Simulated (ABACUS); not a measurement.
## Sn in ABACUS: the effect of dispersion

The system is Sn.

```
Sn
1.0
    -3.25476    0.00000    3.25476
     0.00000    3.25476    3.25476
    -3.25476    3.25476    0.00000
Sn
2
Direct
  0.25000 0.25000 0.25000
  0.50000 0.50000 0.50000
```

This isn't the form of Sn at room conditions, which is tetragonal (white tin).

The cell isn't the ideal one: volume scaled by 1.02.

Alike in all runs:

| Property | Result |
| --- | --- |
| Program | ABACUS 3.10.1 |
| Task | equation of state |
| Functional | PBEsol |
| Potentials or basis | PseudoDojo NC SR 0.4.1 PBE standard |
| Cutoff | 993 eV |
| Density cutoff | 3973 eV |
| Basis | plane waves |
| k mesh | 5 × 5 × 5 |
| Occupations | fermi-dirac, width 0.05 eV |
| Spin | no spin polarisation |

```tsv
dispersion	pressure (GPa)
none	1.0
D3	?
D3(BJ)	-0.4
D3(BJ)+ABC	-0.3
```

What does the run with dispersion D3 give?

Pressure 0.3 GPa.

Caveats: the potentials were made for another functional, which shifts forces and pressure; pairwise dispersion overbinds metals, which lowers pressure and volume (some runs).
